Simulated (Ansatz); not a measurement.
# Al2Cu: tests of the settings

Aim, for Al2Cu: test the k-point mesh on the displaced cell.

Method: DFT PBEsol, scalar-relativistic, plane waves, PAW, in Ansatz 0.2.0.

2 further runs of the same task are left out: 1 that didn't finish, 1 set aside as unsound or not needed.

## Step 1: The system as given

It takes space group P4/mmm (No. 123, tetragonal). The conventional cell has a = 4.105 Å, b = 4.105 Å, c = 2.891 Å, α = 90.00°, β = 90.00°, γ = 90.00°. Around Al (site symmetry mmm) lie 4 Cu at 2.51 Å. Around Cu (site symmetry 4/mmm) lie 8 Al at 2.51 Å.

As a file:

```cif
data_structure
_symmetry_space_group_name_H-M 'P4/mmm'
_symmetry_Int_Tables_number 123
_cell_length_a 4.1052
_cell_length_b 4.1052
_cell_length_c 2.8913
_cell_angle_alpha 90.000
_cell_angle_beta 90.000
_cell_angle_gamma 90.000
_cell_volume 48.73
loop_
_atom_site_label
_atom_site_type_symbol
_atom_site_symmetry_multiplicity
_atom_site_Wyckoff_symbol
_atom_site_fract_x
_atom_site_fract_y
_atom_site_fract_z
_atom_site_occupancy
Al1 Al 2 e 0.50000 0.00000 0.50000 1
Cu1 Cu 1 a 0.00000 0.00000 0.00000 1
```

Source of the structure: the Materials Project (structure only). It is taken as it stands there.

## Step 2: The base input

Contents of input.yaml:

```yaml
crystal:
  lattice:
    - [4.105182, 0.0, 0.0]
    - [0.0, 4.105182, 0.0]
    - [0.0, 0.0, 2.891313]
  atoms:
    - { symbol: Al, position: [0.5, 0.0, 0.5] }
    - { symbol: Al, position: [0.0, 0.5, 0.5] }
    - { symbol: Cu, position: [0.0, 0.0, 0.0] }
basis:
  ecutwfc: 420
kpoints:
  mp_grid: { grid: [10, 10, 14] }
hamiltonian:
  xc: pbesol
scf:
  occupations: { method: gaussian, width: 0.1 }
output:
  forces: true
  stress: true
  eigenvalues: true
  populations: true
```

Its results, from an earlier run: -2545.9816 eV/atom at zero smearing, pressure -2.40 GPa, largest force 0.000 eV/Å, no gap on the mesh, in 7 SCF cycles and 12 s.

The runs on the displaced cell use a copy made earlier, with the atoms moved and the axes strained (about 1 %) at random, so that forces and shear stress do not vanish.

## Step 3: K-point mesh on the displaced cell: 1×1×1

Contents of input.yaml:

```yaml
crystal:
  lattice:
    - [4.0866984621, 0.0013549814, -0.0100177851]
    - [0.0013549814, 4.1025583957, 0.0178365925]
    - [-0.0070556074, 0.0125624568, 2.9085422956]
  atoms:
    - { symbol: Al, position: [0.4687560276, 0.011795831, 0.4766540501] }
    - { symbol: Al, position: [0.0213922591, 0.5074259987, 0.4270045301] }
    - { symbol: Cu, position: [0.0251393845, 0.0352885078, 0.0181625366] }
basis:
  ecutwfc: 420
kpoints:
  mp_grid: { grid: [1, 1, 1] }
hamiltonian:
  xc: pbesol
scf:
  occupations: { method: gaussian, width: 0.1 }
output:
  forces: true
  stress: true
  eigenvalues: true
```

Launch:

```console
$ ansatz run input.yaml --threads 1 --pin off --max-ram 2560MiB --backend cpu --events-out ev --progress --plain --runs-dir out
```

The session goes on with these runs: K-point mesh on the displaced cell set to 2×2×2; K-point mesh on the displaced cell set to 2×2×4; K-point mesh on the displaced cell: 4×4×4; K-point mesh on the displaced cell set to 4×4×6; K-point mesh on the displaced cell set to 6×6×8.

Q: Predict the outcome of the series: the values and the trend.

The runs gave:

```
                                                                   quantity                                   value
k-point mesh on the displaced cell: within 10 and 1 meV/atom of 8×8×10 from  4×4×6 for 10; none of the others for 1
```

In words: The energy still moves by 1.41 meV/atom between the last two values of the k-point mesh on the displaced cell, so 1 meV/atom is not shown to be reached. The error changes sign along the series, since a k mesh isn't variational, and a metal needs dense meshes to resolve its Fermi surface. Forces come within 0.01 eV/Å only at the reference itself.
